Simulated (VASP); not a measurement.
# Al16N15 (a cell with a defect) in VASP: further runs

The runs below take Al16N15 (a cell with a defect) through relaxation of the atoms, single point, with PBEsol.

Program: VASP 6.6.1. These are calculated values, not measurements. Logs are shortened: lines on timing, memory, paths and dates and some standing lists are left out, and cuts for length are marked.

### Step 1. Starting point

The cell holds a defect, 31 atoms: a = 6.220 Å, b = 6.220 Å, c = 9.960 Å, α = 90.00°, β = 90.00°, γ = 120.00°.

### Step 2. Relaxation of the atoms, PBEsol, collinear spin, ferromagnetic start (atoms moved at random, drawn with an rms of 0.05 Å)

Input file INCAR:

```
SYSTEM = Al16N15
PREC = Accurate
ENCUT = 450
EDIFF = 1E-5
ISMEAR = 0
SIGMA = 0.03
LREAL = Auto
LASPH = .TRUE.
NELM = 120
ALGO = Normal
ISIF = 2
LWAVE = .FALSE.
LCHARG = .FALSE.
ISPIN = 2
MAGMOM = 0.5 0 0 0 0 0 0 0 0.5 0 0.5 0 0.5 0 0 0 0 0 0 0 0 0 0 0 0 0 0 0 0 0 0
LORBIT = 11
NUPDOWN = 2
GGA = PS
IBRION = 2
NSW = 60
EDIFFG = -0.03
NELECT = 122.0
ISYM = 0
KPAR = 4
```

Input file KPOINTS:

```
Automatic mesh
0
G
  3 3 2
  0 0 0
```

Input file POSCAR:

```
Al16N15
1.0
    6.2200008610      0.0000000000      0.0000000000
   -3.1100004305      5.3866787572      0.0000000000
    0.0000000000      0.0000000000      9.9600000000
Al N
16 15
Direct
    0.3309450000      0.1618740000      0.0012470000
    0.3231140000      0.1645240000      0.4962280000
    0.3365160000      0.6661690000      0.0011630000
    0.3360130000      0.6706950000      0.5020700000
    0.8386910000      0.1699240000     -0.0020740000
    0.8311870000      0.1679190000      0.4961590000
    0.8323080000      0.6701150000      0.0043760000
    0.8363720000      0.6709200000      0.4968340000
    0.1671590000      0.3382540000      0.2532190000
    0.1648710000      0.3319580000      0.7501170000
    0.1577410000      0.8318990000      0.2491030000
    0.1711500000      0.8374820000      0.7476610000
    0.6667080000      0.3328680000      0.2468990000
    0.6645700000      0.3396670000      0.7542280000
    0.6704620000      0.8369600000      0.2491750000
    0.6599010000      0.8285220000      0.7476920000
    0.3394710000      0.1738950000      0.6927020000
    0.3337840000      0.6729640000      0.1953530000
    0.3301960000      0.6619680000      0.6919070000
    0.8332080000      0.1716500000      0.1943820000
    0.8344050000      0.1623050000      0.6948280000
    0.8293640000      0.6631290000      0.1893900000
    0.8318260000      0.6658640000      0.6864800000
    0.1793020000      0.3349200000      0.4394440000
    0.1548140000      0.3283010000      0.9440550000
    0.1631040000      0.8329210000      0.4413100000
    0.1554370000      0.8262260000      0.9429630000
    0.6722560000      0.3387520000      0.4399690000
    0.6712650000      0.3287850000      0.9359120000
    0.6605070000      0.8340230000      0.4450260000
    0.6672720000      0.8421370000      0.9390960000
```

Potentials or basis: VASP PAW PBE potentials, release 64 (Al, N).

Command:

```sh
cat potpaw_PBE.64/Al/POTCAR potpaw_PBE.64/N/POTCAR > POTCAR
mpirun -np 4 vasp_std > vasp.out
```

OUTCAR:

```text
SYSTEM = Al16N15
   PREC = Accurate
   ENCUT = 450
   EDIFF = 1E-5
   ISMEAR = 0
   LREAL = Auto
   LASPH = .TRUE.
   NELM = 120
   ISIF = 2
   ISPIN = 2
   LORBIT = 11
   NUPDOWN = 2
   GGA = PS
   IBRION = 2
   NSW = 60
   EDIFFG = -0.03
   NELECT = 122.0
   ISYM = 0

 ion  position               nearest neighbor table
   1  0.331  0.162  0.001-  27 1.90  25 1.93  29 1.95  11 3.04  13 3.04  14 3.05  12 3.07   7 3.08
                             5 3.09  10 3.09   3 3.10   9 3.11   3 3.12   5 3.13   7 3.14
   2  0.323  0.165  0.496-  24 1.79  26 1.87  17 1.96  28 1.96   9 3.00  11 3.04   8 3.05  12 3.06
                             6 3.07  10 3.08  13 3.10   4 3.11   4 3.11   6 3.15  14 3.16   8 3.17
   3  0.337  0.666  0.001-  31 1.89  25 1.91  27 1.93  18 1.93  15 3.06  16 3.07   9 3.07   7 3.07
                            10 3.08  11 3.09   5 3.09   1 3.10  12 3.11   1 3.12   5 3.13   7 3.15
   4  0.336  0.671  0.502-  30 1.84  19 1.89  26 1.90  24 1.91  16 3.00  12 3.03   9 3.06  10 3.07
                             6 3.09  15 3.10   8 3.11   2 3.11   8 3.11   2 3.11  11 3.11   6 3.13
   5  0.839  0.170  0.998-  25 1.79  31 1.86  29 1.86  20 1.96  10 3.03  14 3.05  13 3.07  15 3.08
                             1 3.09   7 3.09   3 3.09  16 3.10   9 3.10   3 3.13   7 3.13   1 3.13
   6  0.831  0.168  0.496-  28 1.86  30 1.87  24 1.96  21 1.98   9 3.02  15 3.04  13 3.05   2 3.07
                             4 3.09  16 3.10  10 3.10   8 3.11   8 3.11   4 3.13   2 3.15  14 3.15
   7  0.832  0.670  0.004-  22 1.84  27 1.85  31 1.93  29 1.96  11 3.00  15 3.01  13 3.02  14 3.06
                             3 3.07   1 3.08   5 3.09  16 3.12   5 3.13   1 3.14  12 3.14   3 3.15
   8  0.836  0.671  0.497-  26 1.84  28 1.88  23 1.89  30 1.90  11 3.01  15 3.05   2 3.05  16 3.08
                            12 3.08  13 3.08   6 3.11   4 3.11   4 3.11   6 3.11  14 3.12   2 3.17
   9  0.167  0.338  0.253-  24 1.86  20 1.89  18 1.89   2 3.00   6 3.02   4 3.06   3 3.07  13 3.10
[... 16 lines left out ...]
  18  0.334  0.673  0.195-  11 1.88  15 1.89   9 1.89   3 1.93
  19  0.330  0.662  0.692-  16 1.86  10 1.87  12 1.89   4 1.89
  20  0.833  0.172  0.194-  13 1.84  15 1.88   9 1.89   5 1.96
  21  0.834  0.162  0.695-  10 1.86  16 1.87  14 1.96   6 1.98
  22  0.829  0.663  0.189-   7 1.84  11 1.87  13 1.87  15 1.89
  23  0.832  0.666  0.686-  14 1.88   8 1.89  16 1.90  12 1.93
  24  0.179  0.335  0.439-   2 1.79   9 1.86   4 1.91   6 1.96
  25  0.155  0.328  0.944-   5 1.79   3 1.91   1 1.93  10 1.93
  26  0.163  0.833  0.441-   8 1.84   2 1.87   4 1.90  11 1.91
  27  0.155  0.826  0.943-   7 1.85   1 1.90   3 1.93  12 1.95
  28  0.672  0.339  0.440-   6 1.86   8 1.88  13 1.92   2 1.96
  29  0.671  0.329  0.936-  14 1.81   5 1.86   1 1.95   7 1.96
  30  0.661  0.834  0.445-   4 1.84   6 1.87   8 1.90  15 1.95
  31  0.667  0.842  0.939-   5 1.86   3 1.89  16 1.91   7 1.93

IMPORTANT INFORMATION: All symmetrisations will be switched off!
NOSYMM: (Re-)initialisation of all symmetry stuff for point group C_1.

----------------------------------------------------------------------------------------

                                     Primitive cell

  volume of cell :     333.7113

  direct lattice vectors                    reciprocal lattice vectors
     6.220000861  0.000000000  0.000000000     0.160771682  0.092821574  0.000000000
[... 371 lines left out ...]
  energy  without entropy=     -242.4426851987  energy(sigma->0) =     -242.44368133

[... ionic steps 4 to 13 ...]

--------------------------------------- Ionic step       14  -------------------------------------------

 number of electron     121.9999988 magnetization       2.0000000

------------------------ aborting loop because EDIFF is reached ----------------------------------------
[... 125 lines left out ...]
--------------------------------------- Ionic step       16  -------------------------------------------

 number of electron     121.9999988 magnetization       2.0000000

 Free energy of the ion-electron system (eV)
  ---------------------------------------------------
  ext. energy  EPLUGINS =         0.00000000
  ---------------------------------------------------
  free energy    TOTEN  =      -242.58144572 eV

  energy without entropy =     -242.57915557  energy(sigma->0) =     -242.58030065

 E-fermi :   5.8776     XC(G=0): -10.9474

 val. band max:        9.2881632792   @ k =   0.3333   0.3333   0.5000
 cond. band min:       6.2913540364   @ k =   0.0000   0.0000   0.0000
 fundamental gap:     -2.9968092429
 Fermi energy:         9.2976965036

 spin component 1

 k-point     1 :       0.0000    0.0000    0.0000
  band No.  band energies     occupation
      1      -9.2077      1.00000
      2      -8.4156      1.00000
      3      -8.2695      1.00000
      4      -7.3677      1.00000
      5      -7.3655      1.00000
      6      -7.2138      1.00000
[... 749 lines left out ...]
     72      12.9683      0.00000
     73      13.0288      0.00000
 Fermi energy:         5.8775919334

 spin component 2

 k-point     1 :       0.0000    0.0000    0.0000
  band No.  band energies     occupation
      1      -9.1626      1.00000
      2      -8.3747      1.00000
      3      -8.2132      1.00000
      4      -7.3074      1.00000
      5      -7.3065      1.00000
      6      -7.1746      1.00000
[... 749 lines left out ...]
     72      12.9994      0.00000
     73      13.1487      0.00000
 [bands above 73 left out]

------------------------ aborting loop because EDIFF is reached ----------------------------------------

  FORCE on cell =-STRESS in cart. coord.  units (eV):
  Direction    XX          YY          ZZ          XY          YZ          ZX
  --------------------------------------------------------------------------------------
  -------------------------------------------------------------------------------------
  Total       -5.4866685     -5.0625805     -9.7092667      0.1768403      0.1917599     -0.1028311
  in kB      -26.3419815    -24.3058975    -46.6150500      0.8490258      0.9206564     -0.4937012
  external PRESSURE =     -32.4209763 kB  Pullay stress =       0.0000000 kB
[... 46 lines left out ...]
  FREE ENERGIE OF THE ION-ELECTRON SYSTEM (eV)
  ---------------------------------------------------
  free  energy   TOTEN  =      -242.5814457240 eV

  energy  without entropy=     -242.5791555672  energy(sigma->0) =     -242.58030065

 reached required accuracy - stopping structural energy minimisation

 total charge

# of ion       s       p       d       tot
------------------------------------------
    1        0.383   0.416   0.000   0.799
    2        0.363   0.436   0.000   0.799
    3        0.365   0.439   0.000   0.805
    4        0.367   0.438   0.000   0.805
    5        0.365   0.439   0.000   0.804
    6        0.367   0.438   0.000   0.805
[... 23 lines left out ...]
   30        1.223   2.618   0.000   3.841
   31        1.223   2.616   0.000   3.838
--------------------------------------------------
tot         24.343  45.951   0.000  70.294

 magnetization (x)

# of ion       s       p       d       tot
------------------------------------------
    1        0.003   0.017   0.000   0.020
    2        0.001  -0.000   0.000   0.001
    3       -0.000  -0.000   0.000  -0.000
    4        0.001   0.002   0.000   0.003
    5       -0.000  -0.000   0.000  -0.000
    6        0.001   0.002   0.000   0.003
[... 23 lines left out ...]
   30        0.000   0.002   0.000   0.003
   31        0.001   0.001   0.000   0.002
--------------------------------------------------
tot          0.174   0.459   0.000   0.634
```

OSZICAR:

```text
N       E                     dE             d eps       ncg     rms          rms(c)
DAV:   1     0.467451729634E+03    0.46745E+03   -0.52248E+04  3120   0.125E+03
DAV:   2    -0.223885271516E+03   -0.69134E+03   -0.66964E+03  3980   0.257E+02
DAV:   3    -0.275126006298E+03   -0.51241E+02   -0.50845E+02  3608   0.762E+01
[... 116 lines left out ...]
DAV:   1    -0.242581256584E+03   -0.29099E-03   -0.19230E-01  3120   0.170E+00    0.756E-02
DAV:   2    -0.242581516884E+03   -0.26030E-03   -0.36430E-03  3616   0.201E-01    0.516E-02
DAV:   3    -0.242581463591E+03    0.53293E-04   -0.11561E-04  3746   0.480E-02    0.310E-02
DAV:   4    -0.242581444217E+03    0.19374E-04   -0.11945E-04  3576   0.412E-02    0.136E-02
DAV:   5    -0.242581445724E+03   -0.15073E-05   -0.22741E-05  2484   0.195E-02
  16 F= -.24258145E+03 E0= -.24258030E+03  d E =-.487872E-03  mag=     2.0000
```

CONTCAR:

```text
Al16N15
   1.00000000000000
     6.2200008609999999    0.0000000000000000    0.0000000000000000
    -3.1100004305000000    5.3866787572000003    0.0000000000000000
     0.0000000000000000    0.0000000000000000    9.9600000000000009
  Al              N
    16    15
Direct
     0.3327669280401301    0.1658860962109195    0.9804460127576140
     0.3325570308876734    0.1676327042835165    0.5018612580547341
     0.3349887854449865    0.6681570851403443    0.0004323427928380
     0.3348297044341156    0.6689412218953612    0.5012864046525874
     0.8318541224297509    0.1650045963006421    0.0006135509316190
     0.8315435379137784    0.1653592269758654    0.5013665953000853
[... 23 lines left out ...]
     0.6658702305024934    0.8344252668791436    0.4416625099432177
     0.6661275066129133    0.8339263667385010    0.9414894134536188

  0.00000000E+00  0.00000000E+00  0.00000000E+00
  0.00000000E+00  0.00000000E+00  0.00000000E+00
  0.00000000E+00  0.00000000E+00  0.00000000E+00
  0.00000000E+00  0.00000000E+00  0.00000000E+00
  0.00000000E+00  0.00000000E+00  0.00000000E+00
  0.00000000E+00  0.00000000E+00  0.00000000E+00
[... 23 lines left out ...]
  0.00000000E+00  0.00000000E+00  0.00000000E+00
  0.00000000E+00  0.00000000E+00  0.00000000E+00
```

Wall time 21 min (4 MPI ranks of AMD EPYC 9R14 (Zen 4), shared host); peak memory 0.69 GiB.

What came out:

```yaml
Free_energy: -242.5814 eV
Energy_gained_by_relaxing: 33.0 meV/atom
Ionic_steps: 16
Largest_force_after_relaxing: 0.023 eV/Å
Net_moment: 2.00 μB per cell
Site_moments: Al +0.02, +0.00, -0.00, +0.09; N -0.00, +0.04, +0.01, +0.03, +0.00 μB
Valence_electrons_inside_the_program's_atomic_spheres: Al 0.80, 0.81; N 3.83, 3.84, 3.82
```

Forces in eV/Å, atoms in the order of the input:
```
Al  -0.003  0.008 -0.014
Al  -0.003  0.004  0.012
Al   0.004  0.011 -0.010
Al   0.003 -0.003 -0.008
Al  -0.008 -0.007 -0.021
Al  -0.005  0.005  0.003
Al   0.000  0.009  0.000
Al   0.013 -0.004 -0.001
Al   0.014 -0.002 -0.010
Al  -0.008 -0.012  0.014
Al  -0.001  0.005 -0.010
Al  -0.008  0.002  0.005
Al  -0.008 -0.011 -0.007
Al  -0.013  0.010  0.009
Al   0.007  0.005 -0.006
Al   0.000  0.005  0.014
N    0.000 -0.001  0.002
N    0.004 -0.004 -0.005
N   -0.002 -0.006  0.001
N    0.001  0.004  0.009
N    0.015  0.004 -0.003
N    0.002 -0.007 -0.002
N    0.002  0.003  0.000
N    0.013 -0.016  0.008
N   -0.001 -0.012  0.000
N    0.003  0.013  0.017
N   -0.004  0.002  0.011
N   -0.001 -0.005 -0.006
N   -0.004 -0.003  0.004
N   -0.007  0.001  0.001
N   -0.009  0.001 -0.005
```

The path:
| step | energy change (eV) | largest force (eV/Å) | pressure (GPa) |
| --- | --- | --- | --- |
| 1 | 0.0000 | 2.5742 | -3.88 |
| 2 | -0.7600 | 1.2733 | -3.71 |
| 3 | -0.8849 | 0.6978 | -4.10 |
| 4 | -0.9680 | 0.3759 | -3.72 |
| 5 | -0.9680 | 0.3725 | -3.71 |
| 6 | -0.9950 | 0.2350 | -3.54 |
| 7 | -0.9970 | 0.2547 | -3.47 |
| 8 | -1.0090 | 0.1910 | -3.41 |
| 9 | -1.0100 | 0.1957 | -3.39 |
| 10 | -1.0163 | 0.1173 | -3.36 |
| 11 | -1.0169 | 0.0890 | -3.35 |
| 12 | -1.0197 | 0.0515 | -3.31 |
| 13 | -1.0198 | 0.0575 | -3.30 |
| 14 | -1.0212 | 0.0418 | -3.27 |
| 15 | -1.0212 | 0.0445 | -3.26 |
| 16 | -1.0217 | 0.0229 | -3.24 |

Final structure:
```yaml
crystal:
  lattice:
    - [6.22000, 0.00000, 0.00000]
    - [-3.11000, 5.38668, 0.00000]
    - [0.00000, 0.00000, 9.96000]
  atoms:
    - { symbol: Al, position: [0.33277, 0.16589, 0.98045] }
    - { symbol: Al, position: [0.33256, 0.16763, 0.50186] }
    - { symbol: Al, position: [0.33499, 0.66816, 0.00043] }
    - { symbol: Al, position: [0.33483, 0.66894, 0.50129] }
    - { symbol: Al, position: [0.83185, 0.16500, 0.00061] }
    - { symbol: Al, position: [0.83154, 0.16536, 0.50137] }
    - { symbol: Al, position: [0.83139, 0.66808, 0.00016] }
    - { symbol: Al, position: [0.83123, 0.66884, 0.50128] }
    - { symbol: Al, position: [0.16009, 0.34086, 0.25324] }
    - { symbol: Al, position: [0.16513, 0.33512, 0.74867] }
    - { symbol: Al, position: [0.15889, 0.82242, 0.25257] }
    - { symbol: Al, position: [0.16473, 0.83125, 0.74831] }
    - { symbol: Al, position: [0.67819, 0.34198, 0.25301] }
    - { symbol: Al, position: [0.66843, 0.33483, 0.74846] }
    - { symbol: Al, position: [0.66557, 0.83452, 0.25208] }
    - { symbol: Al, position: [0.66609, 0.83384, 0.75049] }
    - { symbol: N, position: [0.33266, 0.16711, 0.69355] }
    - { symbol: N, position: [0.33321, 0.66872, 0.19078] }
    - { symbol: N, position: [0.33305, 0.66733, 0.69137] }
    - { symbol: N, position: [0.83182, 0.16727, 0.19096] }
    - { symbol: N, position: [0.83270, 0.16695, 0.69152] }
    - { symbol: N, position: [0.83177, 0.66890, 0.19042] }
    - { symbol: N, position: [0.83238, 0.66719, 0.69132] }
    - { symbol: N, position: [0.16639, 0.33403, 0.44161] }
    - { symbol: N, position: [0.16558, 0.33448, 0.94229] }
    - { symbol: N, position: [0.16627, 0.83536, 0.44117] }
    - { symbol: N, position: [0.16463, 0.83075, 0.94123] }
    - { symbol: N, position: [0.66497, 0.33382, 0.44158] }
    - { symbol: N, position: [0.66822, 0.33461, 0.94169] }
    - { symbol: N, position: [0.66587, 0.83443, 0.44166] }
    - { symbol: N, position: [0.66613, 0.83393, 0.94149] }
```

Caveat: the k mesh is coarse (spacing up to 0.39 Å⁻¹), so the values aren't converged; the cell is charged against a uniform background, so pressure and absolute levels hang on convention; the cutoff is under 1.25 times the usual one of these potentials, so pressure, stress and relaxed cells hold a basis-set (Pulay) error; the PAW data sets were made with another functional, which shifts forces and pressure a little; the total moment is fixed, so each spin has its own Fermi level.

(Part 1 of 2 ends here.)
